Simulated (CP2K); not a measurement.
As:

```
As
1.0
     4.13100    0.00000    0.00000
     2.41839    3.34911    0.00000
     2.41839    1.23667    3.11243
As
2
Direct
  0.22600 0.22600 0.22600
  0.77400 0.77400 0.77400
```

Base run:

- Program: CP2K 2026.2
- Functional: rev-vdW-DF2
- Potentials or basis: POTENTIAL_UZH As GTH-PBE-q5; TZVP-MOLOPT-PBE-GTH basis
- Density cutoff: 9184 eV
- k mesh: 9 × 9 × 9
- Occupations: fermi-dirac, width 0.05 eV
- Spin: no spin polarisation

Its results: band gap on the k mesh none (metal or under the smearing width); pressure 4.8 GPa; largest force 0.616 eV/Å.

Q: After a change of settings the same cell gave: band gap on the k mesh none (metal or under the smearing width); pressure 2.7 GPa; largest force 0.639 eV/Å. Which change was it?
A. functional from rev-vdW-DF2 to PBE
B. functional from rev-vdW-DF2 to OLYP
C. functional from rev-vdW-DF2 to PBEsol
D. functional from rev-vdW-DF2 to M06-L

A: C.

Caveats: the potentials were made for another functional, which shifts forces and pressure; the basis of atomic orbitals isn't converged, which shifts pressures, moduli and gaps.
